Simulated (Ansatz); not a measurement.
Zinc-blende AlSb was calculated with r²SCAN+rVV10 (plane waves, PAW; Ansatz, an electronic-structure program).

Numerical settings: plane-wave cutoff 560 eV, 10×10×10 k mesh, Fermi–Dirac smearing 0.01 eV, scalar-relativistic PAW data made under PBE.

The cell is scaled about its equilibrium volume:

| V (Å³/atom) | P (GPa) | direct gap at Γ (eV) | smallest gap on the k mesh (eV) |
|---|---|---|---|
| 27.435 | 4.06 | 2.634 | 1.348 |
| 28.018 | 2.56 | 2.449 | 1.386 |
| 28.602 | 1.21 | 2.271 | 1.422 |
| 29.186 | 0.00 | 2.098 | 1.455 |
| 29.769 | -1.09 | 1.932 | 1.487 |
| 30.353 | -2.06 | 1.771 | 1.506 |
| 30.937 | -2.94 | 1.615 | 1.514 |

The fundamental gap (1.44 eV at the equilibrium volume, with added k points) lies elsewhere than Γ–Γ.

Measured, for comparison: band gap 1.73 eV (zero-point renormalisation of 35 meV (experimental, the table's column) added back here, indirect; inputs from Miglio et al. (2020), arXiv:2011.12765).

Spin–orbit coupling is not included; with these elements it can move the gap by several tenths of an eV or more.
